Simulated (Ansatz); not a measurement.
The system is PtSe2 (Sudovikovite).

```
Pt Se
1.0
     3.72400    0.00000    0.00000
    -1.86200    3.22508    0.00000
     0.00000    0.00000    5.06200
Pt Se
1 2
Direct
  0.00000 0.00000 0.00000
  0.66667 0.33333 0.75000
  0.33333 0.66667 0.25000
```

Base run:

- Program: Ansatz 0.2.0
- Functional: PBEsol
- Potentials or basis: Ansatz PAW
- Cutoff: 420 eV (not typed: the program's choice for these potentials)
- k mesh: 8 × 8 × 5
- Occupations: fermi-dirac, width 0.05 eV
- Spin: no spin polarisation
- Hubbard terms: Pt d U = 2 eV

Its results: band gap on the k mesh none (metal or under the smearing width); pressure 2.2 GPa; largest force 0.391 eV/Å.

After a change of settings the same cell gave: band gap on the k mesh none (metal or under the smearing width); pressure 2.6 GPa; largest force 0.503 eV/Å. Which change was it?
A. hubbard terms from Pt d U = 2 eV to Pt d U = 6 eV
B. functional from PBEsol to LDA; hubbard terms from Pt d U = 2 eV to none; hubbard projectors from ortho-atomic (the default) to none
C. functional from PBEsol to PBE; hubbard terms from Pt d U = 2 eV to none; hubbard projectors from ortho-atomic (the default) to none
D. functional from PBEsol to r2SCAN; cutoff from 420 eV (not typed: the program's choice for these potentials) to 500 eV (not typed: the program's choice for these potentials); hubbard terms from Pt d U = 2 eV to none; hubbard projectors from ortho-atomic (the default) to none

A.

Caveats: U without spin polarisation on a metal has little footing; the PAW data sets come from PBE, with cores solved anew for the run's functional, which leaves a small shift of forces and pressure.
